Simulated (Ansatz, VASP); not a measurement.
**InP: VASP beside Ansatz**

```
In P
1.0
     0.00000    2.70963    2.70963
     2.70963    0.00000    2.70963
     2.70963    2.70963    0.00000
In P
1 1
Direct
  0.00000 0.00000 0.00000
  0.50000 0.50000 0.50000
```

Alike in both runs: functional LDA; k mesh 14 × 14 × 14; occupations fermi-dirac, width 0.15 eV; no spin polarisation.

Ansatz relaxed the structure, and its values are those at the end. VASP's run is a single point on that final structure, the one shown.

```csv
,VASP,Ansatz
version,VASP 6.6.1,Ansatz 0.2.0
potentials or method,"VASP PAW LDA potentials, release 64 (In_d, P)","scalar-relativistic, plane waves, PAW"
plane-wave cutoff (eV),520,420
valence electrons in the cell,18,18
```

Ansatz gave:

| Property | Result |
| --- | --- |
| gap on the k mesh at the Fermi level (eV) | none |
| pressure (GPa) | 0.0 |

Task: Estimate VASP's values.

Result: gap on the k mesh at the Fermi level (eV): none; pressure (GPa): 0.1.

A gap of «none» marks a metal or a gap that the smearing closes.
